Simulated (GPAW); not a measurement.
# GaP (F-43m) in GPAW: single point with r2SCAN

Aim: the single point of GaP with r2SCAN.

Program: GPAW 26.7.0. These are calculated values, not measurements. Logs are shortened: lines on timing, memory, paths and dates and some standing lists are left out, and cuts for length are marked. The log counts tension as positive stress, the text compression.

**1. The undisturbed crystal**

The structure is cubic, space group F-43m (No. 216). The conventional cell has a = 5.451 Å, b = 5.451 Å, c = 5.451 Å, α = 90.00°, β = 90.00°, γ = 90.00°. Around Ga (site symmetry -43m) lie 4 P at 2.36 Å. Around P (site symmetry -43m) lie 4 Ga at 2.36 Å.

**2. Single point, r2SCAN (volume scaled by 1.08)**

run.py

```python
from ase import Atoms
from ase.dft.bandgap import bandgap
from ase.io import write
from ase.units import GPa
from gpaw import GPAW, PW

atoms = Atoms(['Ga', 'P'],
              cell=[[0.0, 2.7960671692, 2.7960671692],
                    [2.7960671692, 0.0, 2.7960671692],
                    [2.7960671692, 2.7960671692, 0.0]],
              scaled_positions=[[0.0, 0.0, 0.0],
                                [0.75, 0.75, 0.75]],
              pbc=True)

calc = GPAW(mode=PW(400),
            xc='MGGA_X_R2SCAN+MGGA_C_R2SCAN',
            kpts={'size': (7, 7, 7), 'gamma': True},
            occupations={'name': 'fermi-dirac', 'width': 0.05},
            nbands=11,
            convergence={'density': 1e-05, 'energy': 1e-05},
            maxiter=80,
            txt='gpaw.txt')
atoms.calc = calc
energy = atoms.get_potential_energy()
forces = atoms.get_forces()
stress = atoms.get_stress()
calc.write('gs.gpw')
write('result.traj', atoms)
print(f'Energy: {energy:.6f} eV')
print('Forces (eV/A):')
print(forces.round(4))
print('Stress (GPa):', (stress / GPa).round(3))
print('Fermi level:', round(calc.get_fermi_level(), 4), 'eV')
print(f'Gap: {bandgap(calc)[0]:.4f} eV, direct: {bandgap(calc, direct=True)[0]:.4f} eV')
```

Potentials or basis: GPAW PAW data sets (gpaw-data 1.2.1), pw.

Started as:

```sh
> OMP_NUM_THREADS=1 python run.py
```

gpaw.txt:

```text
__  _  _
 | _ |_)|_||  |
 |__||  | ||/\| - 26.7.0

Input parameters:
  mode=PW(ecut=400.0),
  convergence={'density': 1e-05, 'energy': 1e-05},
  kpts=MonkhorstPack(size=(7, 7, 7), gamma=True),
  maxiter=80,
  nbands=11,
  occupations=Occupations(name='fermi-dirac', width=0.05),
  xc=XC(name='MGGA_X_R2SCAN+MGGA_C_R2SCAN')

Diagonalizing LCAO Hamiltonian
Converting LCAO to pw mode

                    P

       Ga

Atoms  # Å, Bohr magnetons
|   | symbol |        x |        y |        z |    initial magnetic moments |
|---|--------|----------|----------|----------|-----------------------------|
| 0 |     Ga | 0.000000 | 0.000000 | 0.000000 | ( 0.0000,  0.0000,  0.0000) |
| 1 |      P | 4.194101 | 4.194101 | 4.194101 | ( 0.0000,  0.0000,  0.0000) |

Unit cell  # Å
| periodic |        x |        y |        z |  lengths |    angles |
|----------|----------|----------|----------|----------|-----------|
|      yes | 0.000000 | 2.796067 | 2.796067 | 3.954236 | 60.000000 |
|      yes | 2.796067 | 0.000000 | 2.796067 | 3.954236 | 60.000000 |
|      yes | 2.796067 | 2.796067 | 0.000000 | 3.954236 | 60.000000 |

Number of symmetries: 24
Symmetry operations  # r_c * U_cc + t_c -> r_c
|    | kind |            matrix            |
|----|------|------------------------------|
|  0 |  E   |  1, 0, 0,  0, 1, 0,  0, 0, 1 |
|  1 |  σ   |  1, 0, 0,  0, 0, 1,  0, 1, 0 |
|  2 |  σ   |  1, 0,-1,  0, 1,-1,  0, 0,-1 |
|  3 |  C3  |  1, 0,-1,  0, 0,-1,  0, 1,-1 |
|  4 |  C3  |  1,-1, 0,  0,-1, 1,  0,-1, 0 |
|  5 |  σ   |  1,-1, 0,  0,-1, 0,  0,-1, 1 |
|  6 |  σ   |  0, 1, 0,  1, 0, 0,  0, 0, 1 |
|  7 |  C3  |  0, 1, 0,  0, 0, 1,  1, 0, 0 |
|  8 |  C2  |  0, 1,-1,  1, 0,-1,  0, 0,-1 |
|  9 |  S4  |  0, 1,-1,  0, 0,-1,  1, 0,-1 |
| 10 |  C3  |  0, 0, 1,  1, 0, 0,  0, 1, 0 |
| 11 |  σ   |  0, 0, 1,  0, 1, 0,  1, 0, 0 |
| 12 |  S4  |  0, 0,-1,  1, 0,-1,  0, 1,-1 |
| 13 |  C3  |  0, 0,-1,  0, 1,-1,  1, 0,-1 |
| 14 |  S4  |  0,-1, 1,  1,-1, 0,  0,-1, 0 |
| 15 |  C2  |  0,-1, 1,  0,-1, 0,  1,-1, 0 |
| 16 |  C3  |  0,-1, 0,  1,-1, 0,  0,-1, 1 |
| 17 |  S4  |  0,-1, 0,  0,-1, 1,  1,-1, 0 |
| 18 |  S4  | -1, 1, 0, -1, 0, 1, -1, 0, 0 |
| 19 |  C3  | -1, 1, 0, -1, 0, 0, -1, 0, 1 |
| 20 |  C3  | -1, 0, 1, -1, 1, 0, -1, 0, 0 |
| 21 |  S4  | -1, 0, 1, -1, 0, 0, -1, 1, 0 |
| 22 |  σ   | -1, 0, 0, -1, 1, 0, -1, 0, 1 |
| 23 |  C2  | -1, 0, 0, -1, 0, 1, -1, 1, 0 |

BZ-sampling:
  Number of BZ points: 343
  Number of IBZ points: 20

  Monkhorst-Pack size: [7, 7, 7]
  Monkhorst-Pack shift: [0, 0, 0]

K-points  # in reciprocal-cell coordinates
|     |                                coordinates |     weight |
|-----|--------------------------------------------|------------|
|   0 | (  0.00000000,   0.00000000,   0.00000000) | 0.00291545 |
|   1 | (  0.14285714,   0.14285714,   0.00000000) | 0.01749271 |
|   2 | (  0.14285714,   0.14285714,   0.14285714) | 0.02332362 |
|   3 | (  0.28571429,   0.14285714,   0.14285714) | 0.03498542 |
|   4 | (  0.28571429,   0.28571429,   0.00000000) | 0.01749271 |
|   5 | (  0.28571429,   0.28571429,   0.14285714) | 0.06997085 |
|   6 | (  0.28571429,   0.28571429,   0.28571429) | 0.02332362 |
|   7 | (  0.42857143,  -0.28571429,  -0.28571429) | 0.03498542 |
|   8 | (  0.42857143,   0.28571429,  -0.42857143) | 0.13994169 |
|   9 | (  0.42857143,   0.28571429,  -0.28571429) | 0.06997085 |
| ... |                                            |            |
|  19 | (  0.42857143,   0.42857143,   0.42857143) | 0.02332362 |

Plane wave coefficients: 821
Cutoff: 400.0 eV

Spin-components: 1 (collinear spins)
Bands:           11
Projectors:      10
Spin-degeneracy: 2
Datatype:        complex128

Density:
  Valence electrons: 8.0
  Components: 1
  Grid points: [20 20 20]
  Charge: 0.0  # |e|

Potential:
  Grid points: [20 20 20]

species:
  Ga:
    name:    Gallium
    Z:       31.0
    valence: 3
    core:    28
    charge:  0.0  # [|e|]
    compensation charges:
      type: gauss
      rc: 0.37  # [Å]
      lmax: 2
    cutoffs:
      filter: 2.06  # [Å]
      core: 4.17  # [Å]
    projectors
    | kind |    occ | energy [eV] | rcut [Å] |
    |------|--------|-------------|----------|
    |   4s |  2.000 |      -8.945 |    1.164 |
    |   4p |  1.000 |      -2.580 |    1.164 |
    |    s |        |      18.266 |    1.164 |
    |    p |        |      24.631 |    1.164 |
    |    d |        |       0.000 |    1.164 |

    Using partial waves for Ga as LCAO basis

  P:
    name:    Phosphorus
    Z:       15.0
    valence: 5
    core:    10
    charge:  0.0  # [|e|]
    compensation charges:
      type: gauss
      rc: 0.30  # [Å]
      lmax: 2
    cutoffs:
      filter: 1.69  # [Å]
      core: 1.81  # [Å]
    projectors
    | kind |    occ | energy [eV] | rcut [Å] |
    |------|--------|-------------|----------|
    |   3s |  2.000 |     -13.968 |    0.953 |
    |   3p |  3.000 |      -5.506 |    0.953 |
    |    s |        |      13.244 |    0.953 |
    |    p |        |      21.705 |    0.953 |
    |    d |        |       0.000 |    0.953 |

    Using partial waves for P as LCAO basis

Reference energy: -62187.585188  # eV

eigensolver:
  PPCG
  Converge bands: occupied
  niter=2

density mixing:
  MSR1-Mixer
  Pratt-step length: 0.05
  Maximum mixing coefficient: 0.75
  Old densities: 10
  SVD Regularization: 0.005
  Good broyden scale: 1.0
  Trust region scale: 1.0
  Backstep threshold: 4.0
  History deletion threshold: 6.0
  Fourier metric: weight=20.0, sigma=0.015

occupation numbers:
  Fermi-Dirac:
    width: 0.0500  # eV

poisson solver:
  ecut: 3200.0  # eV

xc functional:
  name: MGGA_X_R2SCAN+MGGA_C_R2SCAN with 2 nearest neighbor stencil

convergence criteria:
- Maximum integral of absolute [dens]ity change: 1e-05 electrons / valence electron
- Maximum [total energy] change in last 3 cyles: 1e-05 eV / valence electron
- Maximum integral of absolute [eigenst]ate change: 4e-08 eV^2 / valence electron
maximum number of iterations: 80

SCF iterations
|iter     | |      energy | eigst |  dens |
|---------|-|-------------|-------|-------|
|iter:   1| |  -20.959744 | -0.32 |       |
|iter:   2| |  -19.973476 | -1.54 | -0.88 |
|iter:   3| |-53486322.442737 | +7.53 | -0.88 |
|iter:   4| |   -9.180580 | +2.02 | +3.14 |
|iter:   5| |  -19.936502 | +0.83 | -0.40 |
|iter:   6| |  -19.982749 | -1.08 | -1.39 |
|iter:   7| |  -19.982404 | -2.98 | -1.88 |
|iter:   8| |  -19.981593 | -3.94 | -1.93 |
|iter:   9| |  -19.981418 | -4.81 | -2.38 |
|iter:  10| |  -19.981382 | -5.61 | -2.72 |
|iter:  11| |  -19.981376c| -6.44 | -3.08 |
|iter:  12| |  -19.981373c| -6.55 | -3.33 |
|iter:  13| |  -19.981373c| -7.80c| -3.92 |
|iter:  14| |  -19.981373c| -7.85c| -4.25 |
|iter:  15| |  -19.981373c| -7.82c| -4.59 |
|iter:  16| |  -19.981373c| -8.75c| -5.69c|

Converged in 16 steps
Energy contributions relative to reference atoms: (reference = -62187.585188)

Energy contributions:
  Kinetic:          10.566438
  Coulomb:          -9.256630
  Zero:             -0.036862
  External:          0.000000
  Xc:              -21.254319
  Entropy:          -0.000000
  Spinorbit:         0.000000
  ----------------------------
  Free energy:     -19.981373
  Extrapolated:    -19.981373

dipole moment: (-11.253732, -11.253732, -11.253732)  # |e|*Ang

Fermi level: 4.844
Eigenvalues  # (at kpt = [0.000, 0.000, 0.000])
| band index |      eig [eV] | occ [0-2] |
|------------|---------------|-----------|
|          0 |        -8.458 |     2.000 |
|          1 |         3.966 |     2.000 |
|          2 |         3.966 |     2.000 |
|          3 |         3.966 |     2.000 |
|          4 |         5.695 |     0.000 |
|          5 |         8.190 |     0.000 |
|          6 |         8.190 |     0.000 |
|          7 |         8.190 |     0.000 |
|          8 |        13.103 |     0.000 |
|          9 |        14.015 |     0.000 |
|         10 |        14.015 |     0.000 |

Gap: 1.729 eV
Transition (v -> c):
  (s=0, k=0, n=3, [0.00, 0.00, 0.00]) -> (s=0, k=0, n=4, [0.00, 0.00, 0.00])
No difference between direct/indirect transitions

Forces  # eV/Ang
|       x |        y |        z |
|---------|----------|----------|
| 0.00000 | -0.00000 | -0.00000 |  # Ga   0
| 0.00000 |  0.00000 | -0.00000 |  # P    1

Stress tensor  # eV/Ang^3
|         x |         y |         z |
|-----------|-----------|-----------|
|  0.030089 | -0.000000 |  0.000000 |
| -0.000000 |  0.030089 | -0.000000 |
|  0.000000 | -0.000000 |  0.030089 |

# Writing to gs.gpw (mode='')
```

Wall time 17 s (1 thread of Arm Neoverse V1, shared host); peak memory 0.2 GiB.

The run converged, but some of its settings lie outside the range that counts as converged, so its numbers aren't taken as properties of the crystal.

What came out:

| Quantity | Value |
| --- | --- |
| Free energy | -19.9814 eV |
| Pressure | -4.8 GPa |
| Band gap on the k mesh | 1.73 eV, direct |

Caveat: the cutoff is short for stress and forces, so pressures can be off by a GPa or more; the PAW data sets were made with another functional, which shifts forces and pressure a little; an odd mesh through Γ misses points on the zone boundary, where band edges often lie.
